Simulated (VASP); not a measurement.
# AlN: single point with r2SCAN

Crystal: AlN.

```
Al N
1.0
     3.11299    0.00000    0.00000
    -1.55650    2.69593    0.00000
     0.00000    0.00000    4.98203
Al N
2 2
Direct
  0.66667 0.33333 0.49900
  0.33333 0.66667 0.99900
  0.66667 0.33333 0.88100
  0.33333 0.66667 0.38100
```

The cell is a database's computed one.

* Program: VASP 6.6.1
* Task: single point
* Functional: r2SCAN
* Potentials or basis: VASP PAW PBE potentials, release 64 (Al, N)
* Cutoff: 520 eV
* k mesh: 9 × 9 × 6
* Occupations: gaussian, width 0.02 eV
* Spin: no spin polarisation
* Further INCAR settings: ALGO = Normal; EDIFF = 1e-06

```yaml
Pressure: -1.4 GPa
Largest_force: 0.010 eV/Å
Band_gap_on_the_k_mesh: 4.87 eV, direct
```

Forces in eV/Å, atoms in the order of the input:
```
Al   0.000  0.000  0.010
Al   0.000  0.000  0.010
N    0.000  0.000 -0.010
N    0.000  0.000 -0.010
```

Stress tensor (GPa, compression positive):
```
-1.51  0.00  0.00
 0.00 -1.51  0.00
 0.00  0.00 -1.13
```

Levels at points of the mesh, in eV from the valence-band top:
| k point | band 4 | band 5 | band 6 | band 7 | band 8 | band 9 | band 10 | band 11 | band 12 |
| --- | --- | --- | --- | --- | --- | --- | --- | --- | --- |
| (0.00, 0.00, 0.00) | -0.90 | -0.90 | -0.24 | -0.24 | 0.00 | 4.87 | 7.47 | 11.58 | 11.98 |
| (0.00, 0.00, 0.50) | -3.37 | -0.58 | -0.58 | -0.58 | -0.58 | 7.20 | 7.20 | 11.27 | 11.27 |

Wall time 70 s on 1 thread of Intel(R) Xeon(R) 6975P-C (Granite Rapids), with other jobs on the host, peak memory 0.19 GiB.

The gap isn't set beside the measured one, since this odd mesh misses points on the zone boundary.

Caveat: the PAW data sets were made with another functional, which shifts forces and pressure a little; an odd mesh through Γ misses points on the zone boundary, where band edges often lie.
